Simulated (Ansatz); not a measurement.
# La2O3: the cost of one run

Program: Ansatz 0.2.0. Level of theory: DFT PBE, scalar-relativistic. These are calculated values, not measurements.

## (1) The system as given

The structure is trigonal, space group P321 (No. 150). The conventional cell has a = 3.930 Å, b = 3.930 Å, c = 6.120 Å, α = 90.00°, β = 90.00°, γ = 120.00°. La (site symmetry 3) has 3 O at 2.14 Å as nearest neighbours. O (site symmetry 2) is surrounded by 2 O at 1.70 Å and 2 La at 2.14 Å.

As a file:

```cif
data_structure
_symmetry_space_group_name_H-M 'P321'
_symmetry_Int_Tables_number 150
_cell_length_a 3.9300
_cell_length_b 3.9300
_cell_length_c 6.1200
_cell_angle_alpha 90.000
_cell_angle_beta 90.000
_cell_angle_gamma 120.000
_cell_volume 81.86
loop_
_atom_site_label
_atom_site_type_symbol
_atom_site_symmetry_multiplicity
_atom_site_Wyckoff_symbol
_atom_site_fract_x
_atom_site_fract_y
_atom_site_fract_z
_atom_site_occupancy
La1 La 2 d 0.33333 0.66667 0.25000 1
O1 O 3 e 0.25000 0.25000 0.00000 1
```

The file gives the conventional cell by its symmetry; the runs use the cell typed in the input.

Atoms are numbered in the order of the input: La1, La2, O3, O4, O5.

## (2) After the deformation

Space group P321 before, P321 after.

## (3) Full-potential LAPW

File input.yaml:

```yaml
crystal:
  lattice:
    - [4.0479000727, 0.0, 0.0]
    - [-2.0239500364, 3.5055842949, 0.0]
    - [0.0, 0.0, 6.12]
  atoms:
    - { symbol: La, position: [0.3333333333, 0.6666666667, 0.25] }
    - { symbol: La, position: [0.6666666667, 0.3333333333, 0.75] }
    - { symbol: O, position: [0.25, 0.25, 0.0] }
    - { symbol: O, position: [0.75, 0.0, 0.0] }
    - { symbol: O, position: [0.0, 0.75, 0.0] }
kpoints:
  mp_grid: { grid: [6, 6, 4] }
  band_path:
    path:
      - [0.0, 0.0, 0.0]
      - [0.5, 0.0, 0.0]
      - [0.3333333333, 0.3333333333, 0.0]
      - [0.0, 0.0, 0.0]
      - [0.0, 0.0, 0.5]
      - [0.5, 0.0, 0.5]
      - [0.3333333333, 0.3333333333, 0.5]
      - [0.0, 0.0, 0.5]
      - [0.5, 0.0, 0.5]
    npoints: 5
scf:
  occupations: { method: fermi_dirac, width: 0.02 }
hamiltonian:
  xc: pbe
  pseudopotentials: { kind: all_electron, lapw: { basis_error: 0.001 } }
output:
  forces: true
  stress: true
  eigenvalues: true
```

Run with:

```console
ansatz run input.yaml --threads 2 --pin off --max-ram 6144MiB --backend cpu --events-out ev --progress --plain --runs-dir out
```

Q: Estimate wall time and peak memory on 2 threads of Intel Xeon 6975P-C (Granite Rapids), shared host.

About 35 s, with a peak of 0.6 GiB.
